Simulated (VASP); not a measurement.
System: PbTe (rock salt type, first atom moved by 0.06 Å along [111]), 2 atoms in the cell.

```
Pb Te
1.0
     0.00000    3.28500    3.28500
     3.28500    0.00000    3.28500
     3.28500    3.28500    0.00000
Pb Te
1 1
Direct
  0.00527 0.00527 0.00527
  0.50000 0.50000 0.50000
```

Code and potentials: VASP, Pb_d/Te, 309 eV. Settings: k-mesh 4×4×4 Γ-centred; Fermi–Dirac smearing of 0.05 eV; no spin polarisation; no spin–orbit coupling. For HSE06: HFSCREEN = 0.208; HFRCUT = 0; PRECFOCK = Normal.

One run gave:

```
Pressure        : -0.33 GPa
Gap on the mesh : 0.84 eV
```

**Question.** Which level of theory was it?
A. PBE
B. HSE06

**Answer.** A. All runs:

| level | pressure (GPa) | gap (eV) |
| --- | --- | --- |
| PBE | -0.33 | 0.84 |
| HSE06 | -1.38 | 1.21 |

VASP prints the stress at a fixed plane-wave basis, so it holds the Pulay stress of this cutoff.

Where the force pushes the moved atom further off its site, the soft mode may be real or faked by the k-mesh. A gap read on the mesh is an upper bound of this method's gap, since the mesh can miss a band edge. The k-mesh is modest, so these values aren't fully converged in k. Spin–orbit coupling is left out; with heavy elements it can shift the gap and split levels by tenths of an eV. Potentials made with PBE were used with another functional (at least in: VASP, Pb_d/Te, 309 eV (HSE06)). Semilocal functionals give gaps that mostly lie well below measured ones.
